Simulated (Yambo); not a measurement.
A run of Yambo 5.3.0 is set up as follows.

The input optics1.in:

```
optics
chi
Chimod= "HARTREE"
% BndsRnXd
 1 | 33 |
%
NGsBlkXd= 3 Ry
% LongDrXd
 1 | 0 | 0 |
%
% QpntsRXd
 1 | 1 |
%
% EnRngeXd
 0 | 20 | eV
%
% DmRngeXd
 0.1 | 0.1 | eV
%
ETStpsXd= 200
```

The input scf.in:

```
&CONTROL
  calculation = 'scf'
  prefix = 'pwscf'
  outdir = './tmp'
  pseudo_dir = './pseudo'
/
&SYSTEM
  ibrav = 0
  nat = 4
  ntyp = 2
  ecutwfc = 84
  nbnd = 14
  occupations = 'smearing'
  smearing = 'fd'
  degauss = 0.00367493
  force_symmorphic = .true.
/
&ELECTRONS
  conv_thr = 8d-10
  electron_maxstep = 120
  mixing_beta = 0.5
/
ATOMIC_SPECIES
Al    26.9815 Al.upf
N     14.0070 N.upf
CELL_PARAMETERS angstrom
   2.9831380030    0.0000000000    0.0000000000
  -1.4915690015    2.5834732936    0.0000000000
   0.0000000000    0.0000000000    4.7732124616
ATOMIC_POSITIONS crystal
Al     0.6666666667    0.3333333333    0.5000000000
Al     0.3333333333    0.6666666667    0.0000000000
N      0.6666666667    0.3333333333    0.8800000000
N      0.3333333333    0.6666666667    0.3800000000
K_POINTS automatic
12 12 6 0 0 0
```

nscf.in

```
&CONTROL
  calculation = 'nscf'
  prefix = 'pwscf'
  outdir = './tmp'
  pseudo_dir = './pseudo'
/
&SYSTEM
  ibrav = 0
  nat = 4
  ntyp = 2
  ecutwfc = 84
  nbnd = 158
  occupations = 'fixed'
  force_symmorphic = .true.
/
&ELECTRONS
  conv_thr = 1d-08
  diago_full_acc = .true.
  diago_thr_init = 1d-06
/
ATOMIC_SPECIES
Al    26.9815 Al.upf
N     14.0070 N.upf
CELL_PARAMETERS angstrom
   2.9831380030    0.0000000000    0.0000000000
  -1.4915690015    2.5834732936    0.0000000000
   0.0000000000    0.0000000000    4.7732124616
ATOMIC_POSITIONS crystal
Al     0.6666666667    0.3333333333    0.5000000000
Al     0.3333333333    0.6666666667    0.0000000000
N      0.6666666667    0.3333333333    0.8800000000
N      0.3333333333    0.6666666667    0.3800000000
K_POINTS automatic
3 3 4 0 0 0
```

Potentials or basis: PseudoDojo 0.4.1 SR PBEsol standard.

The run is started by

```bash
$ OMP_NUM_THREADS=1 pw.x -in scf.in > scf.out
$ OMP_NUM_THREADS=1 pw.x -in nscf.in > nscf.out
$ cd tmp/pwscf.save; p2y; mv SAVE ../..; cd ../..
$ OMP_NUM_THREADS=1 yambo
$ OMP_NUM_THREADS=1 yambo -F optics1.in -J optics1 -C optics1_out
```

What does it give for the electronic dielectric constant along the field?

5.03.

Predict the electronic dielectric constant along the field, independent particles.

5.33.

Predict the band gap on the k mesh, mean-field level.

4.94 eV, indirect (least direct gap 5.30 eV).

Dielectric function (along the field direction of the input):
```csv
energy (eV),real part,imaginary part
0.30,5.03,0.04
1.31,5.12,0.05
2.31,5.35,0.06
3.32,5.77,0.08
4.42,6.71,0.15
5.43,10.07,2.89
6.43,13.56,4.42
7.54,16.75,11.68
8.54,10.13,10.35
9.55,-4.75,7.08
10.65,-0.01,2.04
11.66,6.17,4.52
12.66,2.46,2.41
13.77,-2.83,7.32
14.77,-2.89,2.16
15.78,-1.36,2.15
16.88,-0.68,0.71
17.89,-0.31,1.43
18.89,-0.17,1.71
20.00,-0.63,0.46
```

Caveat: the k mesh is coarse (spacing up to 0.81 Å⁻¹), so the values aren't converged; spectra need much finer meshes, so this one isn't converged; these spectra lack excitons; an odd mesh through Γ misses points on the zone boundary, where band edges often lie.
